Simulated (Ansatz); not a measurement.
MgSe (Fm-3m): the size of the finite step

```
Mg Se
1.0
     0.00000    2.72550    2.72550
     2.72550    0.00000    2.72550
     2.72550    2.72550    0.00000
Mg Se
1 1
Direct
  0.00000 0.00000 0.00000
  0.50000 0.50000 0.50000
```

Computed, not measured; unless marked otherwise by PBEsol, PAW on Ansatz 0.2.0's default frozen-core files (fitted under PBE), scalar-relativistic. k mesh 8×8×8, strains of ±0.003, fixed occupations, cutoff 420 eV. The cell was relaxed by PAW under this functional.

Problem. Elastic constants come from stresses at strains of ±0.003 (and twice that, four-point stencil): C11 = 126.1, C12 = 33.8, C44 = 43.0 GPa. What does an amplitude of 0.02 give?

Solution. C11 = 126.1, C12 = 33.8, C44 = 43.0 GPa. Nothing moves by 1 %: the four-point stencil cancels the leading anharmonic error.

Keep in mind: frozen-core PAW files fitted under PBE, their cores solved anew for the functional of the run.
